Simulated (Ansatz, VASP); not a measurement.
# PbS (Galena) in VASP and in Ansatz

```
Pb S
1.0
     0.00000    2.96575    2.96575
     2.96575    0.00000    2.96575
     2.96575    2.96575    0.00000
Pb S
1 1
Direct
  0.00000 0.00000 0.00000
  0.50000 0.50000 0.50000
```

Alike in both runs: task relaxation of cell and atoms; functional PBEsol; k mesh 8 × 8 × 8; occupations fermi-dirac, width 0.05 eV; no spin polarisation.

```csv
,VASP,Ansatz
version,VASP 6.6.1,Ansatz 0.2.0
potentials or method,"VASP PAW PBE potentials, release 64 (Pb_d, S)",Ansatz PAW
plane-wave cutoff (eV),600,420
valence electrons in the cell,20,20
```

```tsv
	VASP	Ansatz	Ansatz less VASP
gap on the k mesh at the Fermi level, each at its own relaxed structure (eV)	0.20	0.19	-0.007
relaxed volume (Å³/atom)	25.71	25.70	-0.003
relaxed cell length with the largest relative difference (Å)	4.174	4.174	-0.0002
energy change over the relaxation (meV/atom)	-1	-1	0.0
```

Caveats: spin-orbit coupling is left out, which as a rule narrows the gap of such compounds by several tenths of an eV; the PAW data sets were made with another functional, which shifts forces and pressure a little (VASP); the plane-wave basis is chosen anew once the cell has moved, so the energies of steps on either side of that aren't comparable (Ansatz); the PAW data sets come from PBE, with cores solved anew for the run's functional, which leaves a small shift of forces and pressure (Ansatz). A k mesh can miss the band edges.
